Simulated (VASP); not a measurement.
AlN, 4 atoms in the cell. The structure is hexagonal, space group P6_3mc (No. 186). Conventional cell: a = 3.127 Å, b = 3.127 Å, c = 5.018 Å, α = 90.00°, β = 90.00°, γ = 120.00°. Al (site symmetry 3m) is surrounded by 4 N at 1.90 to 1.91 Å. Around N (site symmetry 3m) lie 4 Al at 1.90 to 1.91 Å. 

| Property | Result |
| --- | --- |
| Program | VASP 6.6.1 |
| Task | relaxation of cell and atoms |
| Functional | PBE |
| Potentials or basis | VASP PAW PBE potentials, release 64 (Al, N) |
| Cutoff | 600 eV |
| k mesh | 12 × 12 × 6 |
| Occupations | gaussian, width 0.03 eV |
| Spin | no spin polarisation |
| Further INCAR settings | ALGO = Normal; EDIFF = 1e-07; IBRION = 2; EDIFFG = -0.005; NSW = 90; ISIF = 3 |

Potentials or basis: VASP PAW PBE potentials, release 64 (Al, N).

Launch:

```bash
$ cat potpaw_PBE.64/Al/POTCAR potpaw_PBE.64/N/POTCAR > POTCAR
$ mpirun -np 2 vasp_std > vasp.out
```

Hardware: 2 MPI ranks on Intel(R) Xeon(R) Platinum 8259CL CPU @ 2.50GHz (Skylake/Cascade Lake), with other jobs on the host.

Task: Estimate the wall time of this run.

Result: Run time: 50 s on 2 MPI ranks on Intel(R) Xeon(R) Platinum 8259CL CPU @ 2.50GHz (Skylake/Cascade Lake), on a shared host, peak memory 0.18 GiB a rank. Counts: scf iterations 18, k points 76, ion steps 2.
